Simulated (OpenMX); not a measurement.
Crystal: CuI (Marshite).

```
I Cu
1.0
     0.00000    3.03150    3.03150
     3.03150    0.00000    3.03150
     3.03150    3.03150    0.00000
I Cu
1 1
Direct
  0.00000 0.00000 0.00000
  0.75000 0.75000 0.75000
```

Base run:

- Program: OpenMX 3.8.5
- Functional: LDA
- Potentials or basis: OpenMX 2013 LDA set, I7.0-s3p2d2f1, Cu6.0H-s3p2d2, grid cutoff 500 Ry
- k mesh: 9 × 9 × 9
- Occupations: fermi-dirac, width 0.05 eV
- Spin: no spin polarisation

Its results: band gap on the k mesh 1.09 eV, direct; pressure -3.4 GPa.

Question: The run is repeated on the same cell with these changes: functional from LDA to PBE; potentials or basis from OpenMX 2013 LDA set, I7.0-s3p2d2f1, Cu6.0H-s3p2d2, grid cutoff 500 Ry to OpenMX 2013 PBE set, I7.0-s3p3d2f1, Cu6.0H-s3p2d2f1, grid cutoff 500 Ry. What comes out?

Answer: Band gap on the k mesh 1.30 eV, direct; pressure 1.6 GPa.

Caveats: spin-orbit coupling is left out, which moves the levels of the heavy elements; the basis of atomic orbitals isn't converged, which shifts pressures, moduli and gaps.
